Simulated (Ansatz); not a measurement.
BN (F-43m), stationary points along a deformation path

Computed with DFT PBE, scalar-relativistic, plane waves, PAW in Ansatz. Cutoff 420 eV, Γ-centred 12×12×12 k-points, Gaussian smearing of 0.05 eV. No spin polarisation. Energies are free energies at this smearing, counted from the undisturbed cell; pressure is positive in compression.

The undisturbed cell (relaxed at this level):

```
B N
1.0
     0.00000    1.81235    1.81235
     1.81235    0.00000    1.81235
     1.81235    1.81235    0.00000
B N
1 1
Direct
  0.00000 0.00000 0.00000
  0.75000 0.75000 0.75000
```

At fixed volume and fractional coordinates, lengths along (0.000, 0.000, 1.000) are scaled against those across it; ρ is that ratio over its starting value. V = 5.953 Å³/atom. Δσ is the stress along the axis less the mean stress across it (compression positive).

```
    ρ  ΔE (meV/atom)  Δσ (GPa) space group
0.650          955.6    154.43        I-4m2
0.707          657.2    132.23        I-4m2
0.780          367.0    105.71        I-4m2
0.850          170.4     77.97        I-4m2
0.920           48.4     45.05        I-4m2
0.960           12.0     23.49        I-4m2
1.000            0.0      0.00        F-43m
1.050           18.7    -31.81        I-4m2
1.100           74.6    -65.90        I-4m2
1.200          293.4   -139.00        I-4m2
1.300          643.7   -215.80        I-4m2
1.414         1183.9   -304.15        I-4m2
1.500         1675.6   -366.33        I-4m2
```

Problem. How does the stress give the slope of the energy, and where is the energy stationary?

Solution. Along the path d ln(length) is 2/3 d ln ρ on the axis and −1/3 d ln ρ across it, so dE/d ln ρ = −(2/3) V Δσ: the energy falls with ρ where Δσ is positive. Δσ vanishes or changes sign at ρ = 1.000 (F-43m), a minimum at 0.0 meV/atom. Pairs of stationary points between two samples would go unseen, and could change a minimum read from distant neighbours into a maximum. At ρ = 1.000 the cell is cubic, where symmetry alone makes the stress isotropic and the slope zero.

Problem. Which shear constant sets the curvature at ρ = 1?

Solution. For a cubic crystal E/V = (2/3) C (ln ρ)² with C = C′ = (C11 − C12)/2, so Δσ = −2C ln ρ. The parabola of Δσ against ln ρ through ρ = 0.960, 1 and 1.050 gives C ≈ 305 GPa with the ions clamped, rough because the steps are large.

Problem. Integrate that slope from ρ = 1 to 0.850 by the trapezoid rule.

Solution. With V/N in Å³ and 1 eV/Å³ = 160.2 GPa the slopes at ρ = 1.000, 0.960, 0.920, 0.850 are 0, -582, -1116, -1931 meV/atom per unit of ln ρ. The steps add 11.9 + 36.1 + 120.6 = 168.6 meV/atom, against 170.4 from the energies; the trapezoid rule misses the curvature of the slope within each step.

The gap closes along the scan, which can put kinks into the curve.

Cost: 13 runs of about 0.36 core-minutes in all, on Arm Neoverse V2 (shared hosts).